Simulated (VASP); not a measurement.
# BaS (Fm-3m) in VASP: a series of runs

BaS is run at these levels: r2SCAN; tasks: single point.

Program: VASP 6.6.1. These are calculated values, not measurements. Logs are shortened: lines on timing, memory, paths and dates and some standing lists are left out, and cuts for length are marked.

**What was measured.**

A printed reference work, monograph, original work of 1988 reports, for a bulk crystal of BaS at 2 K: band gap 3.806 eV (indirect).

The results are compared with them further down.

## (1) The cell of the first run

The structure is cubic, space group Fm-3m (No. 225). The conventional cell has a = 6.295 Å, b = 6.295 Å, c = 6.295 Å, α = 90.00°, β = 90.00°, γ = 90.00°. Within 4.1 Å of Ba (site symmetry m-3m) lie 6 S at 3.15 Å. S (site symmetry m-3m) has 6 Ba at 3.15 Å within 4.1 Å.

## (2) Single point, r2SCAN

POSCAR reads:

```
BaS
1.0
    0.0000000000      3.1472562800      3.1472562800
    3.1472562800      0.0000000000      3.1472562800
    3.1472562800      3.1472562800      0.0000000000
Ba S
1 1
Direct
    0.0000000000      0.0000000000      0.0000000000
    0.5000000000      0.5000000000      0.5000000000
```

INCAR.step1 reads:

```
SYSTEM = BaS
PREC = Accurate
ENCUT = 520
ISMEAR = -1
SIGMA = 0.02
LREAL = .False.
LASPH = .True.
NELM = 100
NBANDS = 15
GGA = PE
ALGO = Normal
EDIFF = 1E-4
LWAVE = .True.
LCHARG = .False.
```

INCAR.step2 reads:

```
SYSTEM = BaS
PREC = Accurate
ENCUT = 520
EDIFF = 1E-6
ISMEAR = -1
SIGMA = 0.02
LREAL = .False.
LASPH = .True.
NELM = 100
ALGO = Normal
ISIF = 2
LWAVE = .False.
LCHARG = .False.
METAGGA = R2SCAN
LMIXTAU = .True.
NBANDS = 15
ISTART = 1
```

KPOINTS reads:

```
Automatic mesh
0
Gamma
  8 8 8
  0 0 0
```

Potentials or basis: VASP PAW PBE potentials, release 64 (Ba_sv, S).

Command:

```
> cat potpaw_PBE.64/Ba_sv/POTCAR potpaw_PBE.64/S/POTCAR > POTCAR
> cp INCAR.step1 INCAR
> mpirun -np 1 vasp_std > vasp.out
> cp INCAR.step2 INCAR
> mpirun -np 1 vasp_std > vasp.out
```

OUTCAR:

```text
SYSTEM = BaS
   PREC = Accurate
   ENCUT = 520
   EDIFF = 1E-6
   ISMEAR = -1
   LREAL = .False.
   LASPH = .True.
   NELM = 100
   ISIF = 2
   METAGGA = R2SCAN
   ISTART = 1

 ion  position               nearest neighbor table
   1  0.000  0.000  0.000-   2 3.15   2 3.15   2 3.15   2 3.15   2 3.15   2 3.15
   2  0.500  0.500  0.500-   1 3.15   1 3.15   1 3.15   1 3.15   1 3.15   1 3.15

  LATTYP: Found a face centered cubic cell.
 ALAT       =     6.2945125600

  Lattice vectors:

 A1 = (   0.0000000000,   3.1472562800,   3.1472562800)
 A2 = (   3.1472562800,   0.0000000000,   3.1472562800)
 A3 = (   3.1472562800,   3.1472562800,   0.0000000000)

Analysis of symmetry for initial positions (statically):
=====================================================================
 Subroutine PRICEL returns:
 Original cell was already a primitive cell.

 Routine SETGRP: Setting up the symmetry group for a
 face centered cubic supercell.

 Subroutine GETGRP returns: Found 48 space group operations
 (whereof 48 operations were pure point group operations)
 out of a pool of 48 trial point group operations.

The static configuration has the point symmetry O_h .

Analysis of symmetry for dynamics (positions and initial velocities):
=====================================================================
 Subroutine PRICEL returns:
 Original cell was already a primitive cell.

 Routine SETGRP: Setting up the symmetry group for a
 face centered cubic supercell.

 Subroutine GETGRP returns: Found 48 space group operations
 (whereof 48 operations were pure point group operations)
 out of a pool of 48 trial point group operations.

The dynamic configuration has the point symmetry O_h .

 Subroutine INISYM returns: Found 48 space group operations
 (whereof 48 operations are pure point group operations),
 and found     1 'primitive' translations

----------------------------------------------------------------------------------------

                                     Primitive cell

  volume of cell :      62.3485

  direct lattice vectors                    reciprocal lattice vectors
     0.000000000  3.147256280  3.147256280    -0.158868537  0.158868537  0.158868537
     3.147256280  0.000000000  3.147256280     0.158868537 -0.158868537  0.158868537
     3.147256280  3.147256280  0.000000000     0.158868537  0.158868537 -0.158868537

  length of vectors
     4.450892515  4.450892515  4.450892515     0.275168377  0.275168377  0.275168377

[... 89 lines left out ...]
   TEBEG  =    0.0;   TEEND  =   0.0 temperature during run
   PSTRESS=    0.0 pullay stress
   NELECT =      16.0000    total number of electrons
   NUPDOWN=      -1.0000    fix difference up-down
   EMIN   =  10.00;   EMAX   =-10.00  energy-range for DOS
   EFERMI =   0.00;   METHOD = LEGACY
   ISMEAR =    -1;   SIGMA  =   0.02  broadening in eV -4-tet -1-fermi 0-gaus
   EFERMI_NEDOS =   21; number of points for ismear=-14 and -15
   IALGO  =     38    algorithm
   IMIX   =      4    mixing-type and parameters
     AMIX     =   0.40;   BMIX     =  1.00
     AMIX_MAG =   1.60;   BMIX_MAG =  1.00
  volume/ion in A,a.u.               =      31.17       210.37
  Fermi-wavevector in a.u.,A,eV,Ry     =   1.040334  1.965946 14.725510  1.082294
  Thomas-Fermi vector in A             =   2.174905
   LORBIT       =      0    0 simple, 1 ext, 2 COOP (PROOUT), +10 PAW based schemes
   METAGGA = R2SCAN    functional components
   LHFCALC =     F    Hartree Fock is set to
   AEXX    =    0.0000 exact exchange contribution
   IVDW    =     0    specifies the selected vdW correction
   LEPSILON=     F    determine dielectric tensor
   LRPA    =     F    only Hartree local field effects (RPA)
 non-spin polarized calculation
  energy-cutoff  :      520.00
  volume of cell :       62.35
 maximum number of plane-waves:      1700
 NGX is ok and might be reduce to    36
   NGX = 17   NGY = 17   NGZ = 17

 number of electron      15.9999998 magnetization

 Free energy of the ion-electron system (eV)
  ---------------------------------------------------
  ext. energy  EPLUGINS =         0.00000000
  ---------------------------------------------------
  free energy    TOTEN  =       -39.15293876 eV

  energy without entropy =      -39.15293876  energy(sigma->0) =      -39.15293876

 E-fermi :   1.9241     XC(G=0):  -9.2765

 val. band max:        1.4561707954   @ k =   0.0000   0.0000   0.0000
 cond. band min:       3.8387502893   @ k =   0.5000   0.5000   0.0000
 fundamental gap:      2.3825794939
 Fermi energy:         1.9241425864

 k-point     1 :       0.0000    0.0000    0.0000
  band No.  band energies     occupation
      1     -25.2179      2.00000
      2      -9.8445      2.00000
      3      -9.8445      2.00000
      4      -9.8445      2.00000
      5      -9.4116      2.00000
      6       1.4562      2.00000
      7       1.4562      2.00000
      8       1.4562      2.00000
      9       5.7634      0.00000
     10       5.7634      0.00000
     11       5.7634      0.00000
     12       5.9150      0.00000
     13       6.8461      0.00000
     14       6.8461      0.00000
[... 401 lines left out ...]
      2     -11.0461      2.00000
      3     -10.0729      2.00000
      4      -9.9669      2.00000
      5      -8.2148      2.00000
      6      -0.0778      2.00000
      7       0.5474      2.00000
      8       0.6491      2.00000
      9       6.6581      0.00000
     10       6.8589      0.00000
     11       8.8521      0.00000
     12       9.2272      0.00000
     13      10.2462      0.00000
     14      11.0794      0.00000
     15      12.0329      0.00000

 [... further k-points ...]

------------------------ aborting loop because EDIFF is reached ----------------------------------------

  FORCE on cell =-STRESS in cart. coord.  units (eV):
  Direction    XX          YY          ZZ          XY          YZ          ZX
  --------------------------------------------------------------------------------------
  -------------------------------------------------------------------------------------
  Total        1.4972024      1.4972024      1.4972024     -0.0000000     -0.0000000     -0.0000000
  in kB       38.4737729     38.4737729     38.4737729     -0.0000000     -0.0000000     -0.0000000
  external PRESSURE =      38.4737729 kB  Pullay stress =       0.0000000 kB

 VOLUME and BASIS-vectors are now :
 -----------------------------------------------------------------------------
  energy-cutoff  :      520.00
  volume of cell :       62.35
      direct lattice vectors                 reciprocal lattice vectors
     0.000000000  3.147256280  3.147256280    -0.158868537  0.158868537  0.158868537
     3.147256280  0.000000000  3.147256280     0.158868537 -0.158868537  0.158868537
     3.147256280  3.147256280  0.000000000     0.158868537  0.158868537 -0.158868537

 POSITION                                       TOTAL-FORCE (eV/Angst)
 -----------------------------------------------------------------------------------
      0.00000      0.00000      0.00000        -0.000000     -0.000000     -0.000000
      3.14726      3.14726      3.14726         0.000000      0.000000      0.000000
 -----------------------------------------------------------------------------------
    total drift:                                0.000000      0.000000      0.000000

  FREE ENERGIE OF THE ION-ELECTRON SYSTEM (eV)
  ---------------------------------------------------
  free  energy   TOTEN  =       -39.1529387552 eV

  energy  without entropy=      -39.1529387552  energy(sigma->0) =      -39.15293876
```

OUTCAR.step1:

```text
SYSTEM = BaS
   PREC = Accurate
   ENCUT = 520
   ISMEAR = -1
   LREAL = .False.
   LASPH = .True.
[... 653 lines left out ...]
      0.00000      0.00000      0.00000        -0.000000      0.000000      0.000000
      3.14726      3.14726      3.14726         0.000000     -0.000000     -0.000000
 -----------------------------------------------------------------------------------
    total drift:                                0.000000      0.000000      0.000000

  FREE ENERGIE OF THE ION-ELECTRON SYSTEM (eV)
  ---------------------------------------------------
  free  energy   TOTEN  =       -10.1399389281 eV

  energy  without entropy=      -10.1399389281  energy(sigma->0) =      -10.13993893
```

It took 42 s on 1 thread of Intel Xeon 6975P-C (Granite Rapids), shared host; peak memory 0.22 GiB.

What came out:

```
Free energy            : -39.1529 eV
Pressure               : 3.8 GPa
Band gap on the k mesh : 2.38 eV, indirect (least direct gap 2.49 eV)
```

Caveat: the PAW data sets were made with another functional, which shifts forces and pressure a little; spin-orbit coupling is left out, which moves the levels of the heavy elements.

## (3) Single point, r2SCAN

This run uses another cell than the first one, of 31.84 Å³/atom, 1.021 times its volume.

POSCAR reads:

```
BaS
1.0
    0.0000000000      3.1694207800      3.1694207800
    3.1694207800      0.0000000000      3.1694207800
    3.1694207800      3.1694207800      0.0000000000
Ba S
1 1
Direct
    0.0000000000      0.0000000000      0.0000000000
    0.5000000000      0.5000000000      0.5000000000
```

INCAR.step1 reads:

```
SYSTEM = BaS
  ALGO = Normal
  EDIFF = 1E-4
  ENCUT = 520
  GGA = PE
  ISMEAR = -1
  LASPH = .True.
  LCHARG = .False.
  LREAL = .False.
  LWAVE = .True.
  NBANDS = 15
  NELM = 80
  PREC = Accurate
  SIGMA = 0.02
```

INCAR.step2 reads:

```
SYSTEM = BaS
  ALGO = Normal
  EDIFF = 1E-7
  ENCUT = 520
  ISIF = 2
  ISMEAR = -1
  ISTART = 1
  LASPH = .True.
  LCHARG = .False.
  LMIXTAU = .True.
  LREAL = .False.
  LWAVE = .False.
  METAGGA = R2SCAN
  NBANDS = 15
  NELM = 80
  PREC = Accurate
  SIGMA = 0.02
```

KPOINTS reads:

```
k-points
0
Gamma
  8 8 8
  0 0 0
```

Potentials or basis: VASP PAW PBE potentials, release 64 (Ba_sv, S).

Command:

```
> cat potpaw_PBE.64/Ba_sv/POTCAR potpaw_PBE.64/S/POTCAR > POTCAR
> cp INCAR.step1 INCAR
> mpirun -np 1 vasp_std > vasp.out
> cp INCAR.step2 INCAR
> mpirun -np 1 vasp_std > vasp.out
```

OUTCAR:

```text
SYSTEM = BaS
   EDIFF = 1E-7
   ENCUT = 520
   ISIF = 2
   ISMEAR = -1
   ISTART = 1
   LASPH = .True.
   LREAL = .False.
   METAGGA = R2SCAN
   NELM = 80
   PREC = Accurate

 ion  position               nearest neighbor table
   1  0.000  0.000  0.000-   2 3.17   2 3.17   2 3.17   2 3.17   2 3.17   2 3.17
   2  0.500  0.500  0.500-   1 3.17   1 3.17   1 3.17   1 3.17   1 3.17   1 3.17

  LATTYP: Found a face centered cubic cell.
 ALAT       =     6.3388415600

  Lattice vectors:

 A1 = (   0.0000000000,   3.1694207800,   3.1694207800)
 A2 = (   3.1694207800,   0.0000000000,   3.1694207800)
 A3 = (   3.1694207800,   3.1694207800,   0.0000000000)

Analysis of symmetry for initial positions (statically):
=====================================================================
 Subroutine PRICEL returns:
 Original cell was already a primitive cell.

 Routine SETGRP: Setting up the symmetry group for a
 face centered cubic supercell.

 Subroutine GETGRP returns: Found 48 space group operations
 (whereof 48 operations were pure point group operations)
 out of a pool of 48 trial point group operations.

The static configuration has the point symmetry O_h .

[... 174 lines left out ...]
      6       1.3411      2.00000
      7       1.3411      2.00000
      8       1.3411      2.00000
      9       5.6496      0.00000
     10       5.6496      0.00000
     11       5.6496      0.00000
     12       5.6854      0.00000
     13       6.7105      0.00000
     14       6.7105      0.00000
[... 401 lines left out ...]
      2     -11.1331      2.00000
      3     -10.2387      2.00000
      4     -10.1406      2.00000
      5      -8.3819      2.00000
      6      -0.1596      2.00000
      7       0.4562      2.00000
      8       0.5472      2.00000
      9       6.5117      0.00000
     10       6.7057      0.00000
     11       8.6464      0.00000
     12       8.9881      0.00000
     13      10.0082      0.00000
     14      10.8424      0.00000
     15      11.7442      0.00000

 [... further k-points ...]

------------------------ aborting loop because EDIFF is reached ----------------------------------------

  FORCE on cell =-STRESS in cart. coord.  units (eV):
  Direction    XX          YY          ZZ          XY          YZ          ZX
  --------------------------------------------------------------------------------------
  -------------------------------------------------------------------------------------
  Total        1.0427815      1.0427815      1.0427815      0.0000000     -0.0000000      0.0000000
  in kB       26.2382096     26.2382096     26.2382096      0.0000000     -0.0000000      0.0000000
  external PRESSURE =      26.2382096 kB  Pullay stress =       0.0000000 kB

 VOLUME and BASIS-vectors are now :
 -----------------------------------------------------------------------------
  energy-cutoff  :      520.00
  volume of cell :       63.68
      direct lattice vectors                 reciprocal lattice vectors
     0.000000000  3.169420780  3.169420780    -0.157757532  0.157757532  0.157757532
     3.169420780  0.000000000  3.169420780     0.157757532 -0.157757532  0.157757532
     3.169420780  3.169420780  0.000000000     0.157757532  0.157757532 -0.157757532

 POSITION                                       TOTAL-FORCE (eV/Angst)
 -----------------------------------------------------------------------------------
      0.00000      0.00000      0.00000         0.000000     -0.000000     -0.000000
      3.16942      3.16942      3.16942        -0.000000      0.000000      0.000000
 -----------------------------------------------------------------------------------
    total drift:                                0.000000      0.000000      0.000000

  FREE ENERGIE OF THE ION-ELECTRON SYSTEM (eV)
  ---------------------------------------------------
  free  energy   TOTEN  =       -39.1797730943 eV

  energy  without entropy=      -39.1797730942  energy(sigma->0) =      -39.17977309
```

OUTCAR.step1:

```text
SYSTEM = BaS
   EDIFF = 1E-4
   ENCUT = 520
   GGA = PE
   ISMEAR = -1
   LASPH = .True.
   LREAL = .False.
[... 652 lines left out ...]
      0.00000      0.00000      0.00000         0.000000      0.000000     -0.000000
      3.16942      3.16942      3.16942        -0.000000     -0.000000      0.000000
 -----------------------------------------------------------------------------------
    total drift:                                0.000000      0.000000      0.000000

  FREE ENERGIE OF THE ION-ELECTRON SYSTEM (eV)
  ---------------------------------------------------
  free  energy   TOTEN  =       -10.1661837013 eV

  energy  without entropy=      -10.1661837013  energy(sigma->0) =      -10.16618370
```

OSZICAR.step1:

```text
N       E                     dE             d eps       ncg     rms          rms(c)
DAV:   1     0.792712583004E+02    0.79271E+02   -0.69057E+03   870   0.932E+02
DAV:   2    -0.591867584794E+01   -0.85190E+02   -0.76290E+02  1196   0.166E+02
DAV:   3    -0.105439176438E+02   -0.46252E+01   -0.45930E+01  1184   0.405E+01
DAV:   4    -0.106375505846E+02   -0.93633E-01   -0.93614E-01  1042   0.591E+00
DAV:   5    -0.106403184199E+02   -0.27678E-02   -0.27678E-02  1226   0.832E-01    0.497E+00
DAV:   6    -0.101503796777E+02    0.48994E+00   -0.66203E-01  1003   0.493E+00    0.342E+00
DAV:   7    -0.101515490203E+02   -0.11693E-02   -0.18351E-01  1109   0.243E+00    0.214E+00
DAV:   8    -0.101651108605E+02   -0.13562E-01   -0.24431E-02   954   0.114E+00    0.208E-01
DAV:   9    -0.101653023927E+02   -0.19153E-03   -0.31800E-03  1122   0.408E-01    0.133E-01
DAV:  10    -0.101661108372E+02   -0.80844E-03   -0.94317E-04   912   0.211E-01    0.355E-02
DAV:  11    -0.101661837013E+02   -0.72864E-04   -0.99819E-05  1010   0.620E-02
   1 F= -.10166184E+02 E0= -.10166184E+02  d E =-.233431E-12
```

Run time: 56 s. Hardware: 1 thread of Intel Xeon 6975P-C (Granite Rapids), shared host; peak memory 0.22 GiB.

What came out:

```
Free energy            : -39.1798 eV
Pressure               : 2.6 GPa
Band gap on the k mesh : 2.42 eV, indirect (least direct gap 2.54 eV)
```

Levels at points of the mesh, in eV from the valence-band top:
| k point | band 5 | band 6 | band 7 | band 8 | band 9 | band 10 | band 11 | band 12 |
| --- | --- | --- | --- | --- | --- | --- | --- | --- |
| (0.00, 0.00, 0.00) | -10.83 | 0.00 | 0.00 | 0.00 | 4.31 | 4.31 | 4.31 | 4.34 |
| (0.50, 0.00, 0.00) | -9.38 | -1.97 | -1.13 | -1.13 | 6.12 | 6.21 | 6.94 | 6.94 |
| (0.50, 0.50, 0.00) | -10.75 | -0.49 | -0.12 | -0.12 | 2.42 | 6.58 | 6.87 | 8.17 |

Caveat: the PAW data sets were made with another functional, which shifts forces and pressure a little; spin-orbit coupling is left out, which moves the levels of the heavy elements.

## (4) Single point, r2SCAN

This run uses another cell than the first one, of 32.50 Å³/atom, 1.043 times its volume.

POSCAR reads:

```
BaS
1.0
    0.0000000000      3.1912795500      3.1912795500
    3.1912795500      0.0000000000      3.1912795500
    3.1912795500      3.1912795500      0.0000000000
Ba S
1 1
Direct
    0.0000000000      0.0000000000      0.0000000000
    0.5000000000      0.5000000000      0.5000000000
```

INCAR.step1 reads:

```
SYSTEM = BaS
ALGO = Normal ; EDIFF = 1E-4
ENCUT = 520 ; GGA = PE
ISMEAR = -1 ; LASPH = .True.
LCHARG = .False. ; LREAL = .False.
LWAVE = .True. ; NBANDS = 15
NELM = 100 ; PREC = Accurate
SIGMA = 0.02
```

INCAR.step2 reads:

```
SYSTEM = BaS
ALGO = Normal ; EDIFF = 1E-7
ENCUT = 520 ; ISIF = 2
ISMEAR = -1 ; ISTART = 1
LASPH = .True. ; LCHARG = .False.
LMIXTAU = .True. ; LREAL = .False.
LWAVE = .False. ; METAGGA = R2SCAN
NBANDS = 15 ; NELM = 100
PREC = Accurate ; SIGMA = 0.02
```

KPOINTS is that of step 3.

Command:

```
> cat potpaw_PBE.64/Ba_sv/POTCAR potpaw_PBE.64/S/POTCAR > POTCAR
> cp INCAR.step1 INCAR
> mpirun -np 1 vasp_std > vasp.out
> cp INCAR.step2 INCAR
> mpirun -np 1 vasp_std > vasp.out
```

Run time: 54 s. Hardware: 1 thread of Intel Xeon 6975P-C (Granite Rapids), shared host; peak memory 0.22 GiB.

The run converged. Its results:

* Free energy: -39.1970 eV
* Pressure: 1.5 GPa
* Band gap on the k mesh: 2.46 eV, indirect (least direct gap 2.59 eV)

Levels at points of the mesh, in eV from the valence-band top:
```tsv
k point	band 4	band 5	band 6	band 7	band 8	band 9	band 10	band 11	band 12	band 13
(0.00, 0.00, 0.00)	-11.44	-10.80	0.00	0.00	0.00	4.23	4.31	4.31	4.31	5.35
(0.50, 0.00, 0.00)	-11.47	-9.45	-1.92	-1.09	-1.09	6.04	6.15	6.86	6.86	9.56
(0.50, 0.50, 0.00)	-11.63	-10.72	-0.52	-0.13	-0.13	2.46	6.53	6.74	8.06	8.06
```

Caveat: the PAW data sets were made with another functional, which shifts forces and pressure a little; spin-orbit coupling is left out, which moves the levels of the heavy elements.

## (5) The runs side by side

| cell | gap on the mesh (eV) | pressure (GPa) |
| --- | --- | --- |
| a = 4.451 Å, angles 60.0°, 2 atoms | 2.38 | 3.8 |
| a = 4.482 Å, angles 60.0°, 2 atoms | 2.42 | 2.6 |
| a = 4.513 Å, angles 60.0°, 2 atoms | 2.46 | 1.5 |

Alike in all rows: task single point; level r2SCAN; potentials or basis VASP PAW PBE potentials, release 64 (Ba_sv, S); no spin polarisation; k mesh 8 × 8 × 8; cutoff (eV) 520; smearing fermi-dirac 0.02 eV.

Caveats: the PAW data sets were made with another functional, which shifts forces and pressure a little; spin-orbit coupling is left out, which moves the levels of the heavy elements.

Total energies depend on the potentials used, so only differences within one code and one set of settings carry meaning.

## (6) Comparison with measurements

Step 3. Measured gap of BaS: 3.806 eV (indirect; 2 K; a printed reference work, monograph, original work of 1988). This calculation gives 2.42 eV (-1.38 eV). Spin-orbit coupling on Ba is left out. The value is that of r2SCAN on a finite k mesh, which can miss the band edges, without temperature or zero-point motion.

Step 4. A measured gap of BaS is 3.806 eV (indirect; 2 K; a printed reference work, monograph, original work of 1988); the calculated 2.46 eV misses it by -1.35 eV. Spin-orbit coupling on Ba is left out. The value is that of r2SCAN on a finite k mesh, which can miss the band edges, without temperature or zero-point motion.
